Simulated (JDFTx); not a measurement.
BeS:

```
CELL_PARAMETERS angstrom
0.00000 2.42500 2.42500
2.42500 0.00000 2.42500
2.42500 2.42500 0.00000
ATOMIC_POSITIONS crystal
S 0.75000 0.75000 0.75000
Be 0.00000 0.00000 0.00000
```

Base run:

| Property | Result |
| --- | --- |
| Program | JDFTx 1.7.0 (patched build) |
| Functional | PBE |
| Potentials or basis | PseudoDojo-SR-PBE-0.5-standard with smoothed tails |
| Cutoff | 1197 eV |
| Density cutoff | 9578 eV |
| k mesh | 9 × 9 × 9 |
| Occupations | fermi-dirac, width 0.05 eV |
| Spin | no spin polarisation |

Its results: band gap on the k mesh 3.21 eV, indirect (least direct gap 5.66 eV); pressure 1.7 GPa.

Problem. The run is repeated on the same cell with these changes: functional from PBE to PBEsol; potentials or basis from PseudoDojo-SR-PBE-0.5-standard with smoothed tails to PseudoDojo-SR-PBEsol-0.4.1-standard with smoothed tails. What comes out?

Solution. Band gap on the k mesh 3.03 eV, indirect (least direct gap 5.60 eV); pressure -0.6 GPa.

Caveats: an odd mesh through Γ misses points on the zone boundary, where band edges often lie.
